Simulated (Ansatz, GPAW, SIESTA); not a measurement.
**One calculation of AlRu, 3 ways**

```xyz
2
Lattice="2.9916 0.0000 0.0000 0.0000 2.9916 0.0000 0.0000 0.0000 2.9916" Properties=species:S:1:pos:R:3 pbc="T T T"
Ru    1.4958    1.4958    1.4958
Al    0.0000    0.0000    0.0000
```

Alike in all runs: task band structure; functional PBE; k mesh 9 × 9 × 9; occupations fermi-dirac, width 0.05 eV; no spin polarisation; no spin-orbit coupling. Pressure is positive in compression and, in plane waves, holds the error of the finite cutoff.

```tsv
program and potentials	plane-wave cutoff (eV)	notes	pressure (GPa)
SIESTA, files PseudoDojo sr-pbe-0.4.1-standard, DZP (energy shift 0.003 Ry; two zetas on semicore shells)	-	atomic basis	4.11
Ansatz, all-electron LAPW, scalar-relativistic	-	-	2.49
GPAW, GPAW PAW data sets (gpaw-data 1.2.1)	600	-	3.20
```

The pressure spans 2.49 (Ansatz, all-electron LAPW, scalar-relativistic) to 4.11 GPa (SIESTA, files PseudoDojo sr-pbe-0.4.1-standard, DZP (energy shift 0.003 Ry; two zetas on semicore shells)), with all-electron results at 2.49. Rows in atomic bases carry the error of their basis and grid, which can be large.

Differences between rows come from potentials, basis sets and numerical settings, since the functional is the same but for its coding. Runs on potential files found faulty are left out.
